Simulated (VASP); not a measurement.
# MoSe2 (P6_3/mmc) in VASP: Born charges and dielectric tensor with LDA

Aim: the Born charges and dielectric tensor of MoSe2 with LDA.

Program: VASP 6.6.1. These are calculated values, not measurements. Logs are shortened: lines on timing, memory, paths and dates and some standing lists are left out, and cuts for length are marked.

**1. Starting point**

The structure is hexagonal, space group P6_3/mmc (No. 194). The conventional cell has a = 3.252 Å, b = 3.252 Å, c = 12.762 Å, α = 90.00°, β = 90.00°, γ = 120.00°. Around Mo (site symmetry -6m2) lie 6 Se at 2.51 Å. Se (site symmetry 3m) has 3 Mo at 2.51 Å as nearest neighbours.

The cell is a database's computed one.

**2. Born charges and dielectric tensor, LDA**

The input, INCAR:

```
PREC     = Accurate       # precision mode
ENCUT    = 600            # plane-wave cutoff, eV
EDIFF    = 1E-8           # SCF threshold, eV
ISMEAR   = 0              # smearing method
SIGMA    = 0.02           # smearing width, eV
LREAL    = False          # projectors in reciprocal space
LASPH    = True           # aspherical terms in the spheres
NELM     = 60             # most SCF steps
ALGO     = Normal         # electronic algorithm
ISIF     = 2              # what is computed and relaxed
LWAVE    = False          # write WAVECAR
LCHARG   = False          # write CHGCAR
LEPSILON = True           # dielectric tensor by DFPT
IBRION   = 8              # ionic algorithm
NSW      = 1              # ionic steps
```

The input, KPOINTS:

```
regular mesh
0
Gamma
  9 9 2
```

The input, POSCAR:

```
MoSe2
1.0
    3.2518500000      0.0000000000      0.0000000000
   -1.6259300000      2.8161900000      0.0000000000
    0.0000000000      0.0000000000     12.7620400000
Mo Se
2 4
Direct
    0.6666700000      0.3333300000      0.7500000000
    0.3333300000      0.6666700000      0.2500000000
    0.3333300000      0.6666700000      0.8801000000
    0.6666700000      0.3333300000      0.3801000000
    0.3333300000      0.6666700000      0.6199000000
    0.6666700000      0.3333300000      0.1199000000
```

Potentials or basis: VASP PAW LDA potentials, release 64 (Mo_sv, Se).

Run with:

```bash
$ cat potpaw_LDA.64/Mo_sv/POTCAR potpaw_LDA.64/Se/POTCAR > POTCAR
$ mpirun -np 1 vasp_std > vasp.out
```

OUTCAR:

```text
PREC = Accurate
   ENCUT = 600
   EDIFF = 1E-8
   ISMEAR = 0
   LREAL = False
   LASPH = True
   NELM = 60
   ISIF = 2
   LEPSILON = True
   IBRION = 8
   NSW = 1

 ion  position               nearest neighbor table
   1  0.667  0.333  0.750-   3 2.51   5 2.51   3 2.51   5 2.51   3 2.51   5 2.51
   2  0.333  0.667  0.250-   4 2.51   6 2.51   4 2.51   6 2.51   4 2.51   6 2.51
   3  0.333  0.667  0.880-   1 2.51   1 2.51   1 2.51
   4  0.667  0.333  0.380-   2 2.51   2 2.51   2 2.51
   5  0.333  0.667  0.620-   1 2.51   1 2.51   1 2.51
   6  0.667  0.333  0.120-   2 2.51   2 2.51   2 2.51

  LATTYP: Found a hexagonal cell.
 ALAT       =     3.2518500000
 C/A-ratio  =     3.9245475652

  Lattice vectors:

 A1 = (   3.2518500000,   0.0000000000,   0.0000000000)
 A2 = (  -1.6259300000,   2.8161900000,   0.0000000000)
 A3 = (   0.0000000000,   0.0000000000,  12.7620400000)

Analysis of symmetry for initial positions (statically):
=====================================================================
 Subroutine PRICEL returns:
 Original cell was already a primitive cell.

 Routine SETGRP: Setting up the symmetry group for a
 hexagonal supercell.

 Subroutine GETGRP returns: Found  8 space group operations
 (whereof  4 operations were pure point group operations)
 out of a pool of 24 trial point group operations.

The static configuration has the point symmetry C_2h.
 The point group associated with its full space group is D_2h.

Analysis of symmetry for dynamics (positions and initial velocities):
=====================================================================
 Subroutine PRICEL returns:
 Original cell was already a primitive cell.

 Routine SETGRP: Setting up the symmetry group for a
 hexagonal supercell.

 Subroutine GETGRP returns: Found  8 space group operations
 (whereof  4 operations were pure point group operations)
 out of a pool of 24 trial point group operations.

The dynamic configuration has the point symmetry C_2h.
 The point group associated with its full space group is D_2h.

 Subroutine INISYM returns: Found  8 space group operations
 (whereof  4 operations are pure point group operations),
 and found     1 'primitive' translations

----------------------------------------------------------------------------------------

                                     Primitive cell

  volume of cell :     116.8726

  direct lattice vectors                    reciprocal lattice vectors
     3.251850000  0.000000000  0.000000000     0.307517259  0.177545385  0.000000000
    -1.625930000  2.816190000  0.000000000     0.000000000  0.355089678  0.000000000
     0.000000000  0.000000000 12.762040000     0.000000000  0.000000000  0.078357379

  length of vectors
     3.251850000  3.251857082 12.762040000     0.355090451  0.355089678  0.078357379

  position of ions in fractional coordinates (direct lattice)
     0.666670000  0.333330000  0.750000000
     0.333330000  0.666670000  0.250000000
     0.333330000  0.666670000  0.880100000
[... 1037 lines left out ...]
  free energy    TOTEN  =        -0.12279496 eV

  energy without entropy =       -0.12279496

------------------------ aborting loop because EDIFF is reached ----------------------------------------

 INTERNAL STRAIN TENSOR  FOR ION    3  DIRECTION 3   (eV/Angst):
 -----------------------------------------------------------------------------
   -10.05163 -0.01680 -0.09956
    -0.01680-10.07109  0.05748
     0.04966 -0.02867-27.12427

 MACROSCOPIC STATIC DIELECTRIC TENSOR (including local field effects in DFT)
 ------------------------------------------------------
          16.840943     0.000013     0.000000
           0.000013    16.841055     0.000000
          -0.000000    -0.000000     8.928168
 ------------------------------------------------------

 PIEZOELECTRIC TENSOR (including local field effects)  for field in x, y, z        (e  Angst)
          XX          YY          ZZ          XY          YZ          ZX
  --------------------------------------------------------------------------------
  x     0.00000     0.00000     0.00000     0.00000     0.00000     0.00000
  y     0.00000     0.00000     0.00000     0.00000     0.00000     0.00000
  z     0.00000     0.00000     0.00000     0.00000     0.00000     0.00000

 PIEZOELECTRIC TENSOR (including local field effects)  for field in x, y, z        (C/m^2)
          XX          YY          ZZ          XY          YZ          ZX
  --------------------------------------------------------------------------------
  x     0.00000     0.00000     0.00000     0.00000     0.00000     0.00000
  y     0.00000     0.00000     0.00000     0.00000     0.00000     0.00000
  z     0.00000     0.00000     0.00000     0.00000     0.00000     0.00000

 BORN EFFECTIVE CHARGES (including local field effects) (in |e|, cummulative output)
 ---------------------------------------------------------------------------------
 ion    1
    1    -1.88061     0.00005    -0.00000
    2     0.00005    -1.88056    -0.00000
    3     0.00000     0.00000    -1.14836
 ion    2
    1    -1.88061     0.00005    -0.00000
    2     0.00005    -1.88056    -0.00000
    3     0.00000     0.00000    -1.14836
 ion    3
    1     0.94031    -0.00002    -0.00007
    2    -0.00002     0.94028     0.00004
    3    -0.00000     0.00000     0.57418
 ion    4
    1     0.94031    -0.00002     0.00007
    2    -0.00002     0.94028    -0.00004
    3     0.00000    -0.00000     0.57418
 ion    5
    1     0.94031    -0.00002     0.00007
    2    -0.00002     0.94028    -0.00004
    3     0.00000    -0.00000     0.57418
 ion    6
    1     0.94031    -0.00002    -0.00007
    2    -0.00002     0.94028     0.00004
    3    -0.00000     0.00000     0.57418

 INTERNAL STRAIN TENSOR FOR ION    6 for displacements in x,y,z  (eV/Angst):
          X           Y           Z          XY          YZ          ZX
  --------------------------------------------------------------------------------
  x     0.00001     0.00304     0.00229     3.66044     0.00064    12.51512
  y     3.58171    -3.58350    -0.00132     0.13033    13.50651     0.00063
  z    10.05163    10.07109    27.12427     0.01680     0.02867     0.09956

 SECOND DERIVATIVES (NOT SYMMETRIZED)
 ------------------------------------
               1X          1Y          1Z          2X          2Y          2Z          3X          3Y          3Z          4X          4Y          4Z          5X          5Y          5Z          6X          6Y          6Z
  1X   -18.367629    0.002106    0.000000    0.066505   -0.000883    0.000000    9.094625   -0.000058    0.001336    0.055937   -0.000554   -0.000278    9.094625   -0.000058   -0.001336    0.055937   -0.000554    0.000278
  1Y     0.002106  -18.365304    0.000000   -0.000883    0.065486    0.000000   -0.000058    9.094611   -0.000771   -0.000554    0.055298    0.000161   -0.000058    9.094611    0.000771   -0.000554    0.055298   -0.000161
  1Z     0.000000    0.000000  -27.713982   -0.000000   -0.000000    0.340314    0.001975   -0.001141   13.775400    0.001883   -0.001087   -0.088566   -0.001975    0.001141   13.775400   -0.001883    0.001087   -0.088566
  2X     0.066505   -0.000883    0.000000  -18.367629    0.002106    0.000000    0.055937   -0.000554    0.000278    9.094625   -0.000058   -0.001336    0.055937   -0.000554   -0.000278    9.094625   -0.000058    0.001336
  2Y    -0.000883    0.065486    0.000000    0.002106  -18.365304    0.000000   -0.000554    0.055298   -0.000161   -0.000058    9.094611    0.000771   -0.000554    0.055298    0.000161   -0.000058    9.094611   -0.000771
  2Z    -0.000000   -0.000000    0.340314    0.000000    0.000000  -27.713982   -0.001883    0.001087   -0.088566   -0.001975    0.001141   13.775400    0.001883   -0.001087   -0.088566    0.001975   -0.001141   13.775400
  3X     9.092441   -0.002057    0.000049    0.057061    0.000630    0.000050   -8.798843   -0.000561   -0.001092   -0.024953    0.000730    0.001186   -0.398568    0.000912   -0.000654    0.072863    0.000346    0.000462
  3Y    -0.002057    9.090119   -0.000028    0.000630    0.057789   -0.000029   -0.000561   -8.799542    0.000631    0.000730   -0.024111   -0.000685    0.000912   -0.397518    0.000378    0.000346    0.073263   -0.000267
  3Z    -0.000419    0.000242   13.701116    0.001110   -0.000641   -0.020671   -0.001796    0.001037  -15.745483    0.000115   -0.000066    0.108215    0.000340   -0.000196    1.692921    0.000649   -0.000375    0.263902
  4X     0.057061    0.000630   -0.000050    9.092441   -0.002057   -0.000049   -0.024953    0.000730   -0.001186   -8.798843   -0.000561    0.001092    0.072863    0.000346   -0.000462   -0.398568    0.000912    0.000654
  4Y     0.000630    0.057789    0.000029   -0.002057    9.090119    0.000028    0.000730   -0.024111    0.000685   -0.000561   -8.799542   -0.000631    0.000346    0.073263    0.000267    0.000912   -0.397518   -0.000378
  4Z    -0.001110    0.000641   -0.020671    0.000419   -0.000242   13.701116   -0.000115    0.000066    0.108215    0.001796   -0.001037  -15.745483   -0.000649    0.000375    0.263902   -0.000340    0.000196    1.692921
  5X     9.092441   -0.002057   -0.000049    0.057061    0.000630   -0.000050   -0.398568    0.000912    0.000654    0.072863    0.000346   -0.000462   -8.798843   -0.000561    0.001092   -0.024953    0.000730   -0.001186
  5Y    -0.002057    9.090119    0.000028    0.000630    0.057789    0.000029    0.000912   -0.397518   -0.000378    0.000346    0.073263    0.000267   -0.000561   -8.799542   -0.000631    0.000730   -0.024111    0.000685
  5Z     0.000419   -0.000242   13.701116   -0.001110    0.000641   -0.020671   -0.000340    0.000196    1.692921   -0.000649    0.000375    0.263902    0.001796   -0.001037  -15.745483   -0.000115    0.000066    0.108215
  6X     0.057061    0.000630    0.000050    9.092441   -0.002057    0.000049    0.072863    0.000346    0.000462   -0.398568    0.000912   -0.000654   -0.024953    0.000730    0.001186   -8.798843   -0.000561   -0.001092
  6Y     0.000630    0.057789   -0.000029   -0.002057    9.090119   -0.000028    0.000346    0.073263   -0.000267    0.000912   -0.397518    0.000378    0.000730   -0.024111   -0.000685   -0.000561   -8.799542    0.000631
  6Z     0.001110   -0.000641   -0.020671   -0.000419    0.000242   13.701116    0.000649   -0.000375    0.263902    0.000340   -0.000196    1.692921    0.000115   -0.000066    0.108215   -0.001796    0.001037  -15.745483

 Eigenvectors and eigenvalues of the dynamical matrix
 ----------------------------------------------------

   1 f  =   10.698024 THz    67.217669 2PiTHz  356.847677 cm-1    44.243453 meV
             X         Y         Z           dx          dy          dz
      1.625940  0.938721  9.571530     0.000000   -0.000000    0.556280
     -0.000020  1.877469  3.190510     0.000000   -0.000000   -0.556280
     -0.000020  1.877469 11.231871    -0.000067    0.000039   -0.308668
      1.625940  0.938721  4.850851    -0.000067    0.000039    0.308668
     -0.000020  1.877469  7.911189     0.000067   -0.000039   -0.308668
      1.625940  0.938721  1.530169     0.000067   -0.000039    0.308668
[... 145 lines left out ...]
  18 f/i=    0.001270 THz     0.007977 2PiTHz    0.042349 cm-1     0.005251 meV
             X         Y         Z           dx          dy          dz
      1.625940  0.938721  9.571530     0.000000    0.000000   -0.434635
     -0.000020  1.877469  3.190510     0.000000    0.000000   -0.434635
     -0.000020  1.877469 11.231871     0.000036   -0.000021   -0.394393
      1.625940  0.938721  4.850851    -0.000036    0.000021   -0.394393
     -0.000020  1.877469  7.911189    -0.000036    0.000021   -0.394393
      1.625940  0.938721  1.530169     0.000036   -0.000021   -0.394393

--------------------------------------------------------------------------------------------------------

 MACROSCOPIC STATIC DIELECTRIC TENSOR IONIC CONTRIBUTION
 ------------------------------------------------------
           0.598440     0.000026    -0.000000
           0.000026     0.598473     0.000000
          -0.000000     0.000000     0.149203
 ------------------------------------------------------

 ELASTIC MODULI CONTR FROM IONIC RELAXATION (kBar)
 Direction    XX          YY          ZZ          XY          YZ          ZX
 --------------------------------------------------------------------------------
 XX        -392.5413   -237.8001   -849.7379    -15.8200     -0.0000      0.0000
 YY        -237.8001   -393.8760   -851.3853     14.6682      0.0000     -0.0000
 ZZ        -849.7379   -851.3853  -2293.0177     -1.4224     -0.0000     -0.0000
 XY         -15.8200     14.6682     -1.4224   -233.8790      0.0000     -0.0000
 YZ          -0.0000     -0.0000     -0.0000      0.0000  -1176.9944     -0.1466
 ZX           0.0000     -0.0000     -0.0000     -0.0000     -0.1466  -1011.3100
 --------------------------------------------------------------------------------

 PIEZOELECTRIC TENSOR IONIC CONTR  for field in x, y, z        (C/m^2)
          XX          YY          ZZ          XY          YZ          ZX
  --------------------------------------------------------------------------------
  x     0.00000     0.00000     0.00000    -0.00000     0.00000     0.00000
  y     0.00000    -0.00000    -0.00000    -0.00000     0.00000    -0.00000
  z    -0.00000    -0.00000    -0.00000    -0.00000     0.00000    -0.00000
```

It took 1.9 h on 1 thread of Intel Xeon Platinum 8488C (Sapphire Rapids), shared host; peak memory 0.98 GiB.

What came out:

* Band gap on the k mesh: 0.84 eV, indirect (least direct gap 1.51 eV)
* Electronic dielectric tensor (diagonal): 16.84, 16.84, 8.93
* Born charges (mean of the diagonal): Mo -1.64; Se +0.82 e
* Highest phonon frequency at Γ, LO-TO splitting left out: 357 cm⁻¹

Phonon frequencies in cm⁻¹ (negative: imaginary):
```
              q point                                                     frequencies
(0.000, 0.000, 0.000)  0 0 0 29 29 43 169 169 171 171 244 246 289 289 289 289 353 357
```

Electronic dielectric tensor:
```
16.84  0.00  0.00
 0.00 16.84  0.00
 0.00  0.00  8.93
```

Born effective charge tensors (e):
atom 1, Mo
```
-1.88  0.00  0.00
 0.00 -1.88  0.00
 0.00  0.00 -1.15
```
atom 2, Mo
```
-1.88  0.00  0.00
 0.00 -1.88  0.00
 0.00  0.00 -1.15
```
atom 3, Se
```
0.94 0.00 0.00
0.00 0.94 0.00
0.00 0.00 0.57
```
atom 4, Se
```
0.94 0.00 0.00
0.00 0.94 0.00
0.00 0.00 0.57
```
atom 5, Se
```
0.94 0.00 0.00
0.00 0.94 0.00
0.00 0.00 0.57
```
atom 6, Se
```
0.94 0.00 0.00
0.00 0.94 0.00
0.00 0.00 0.57
```

Caveat: an odd mesh through Γ misses points on the zone boundary, where band edges often lie. Expect the measured gap to be larger: semilocal functionals such as LDA lack the derivative discontinuity.
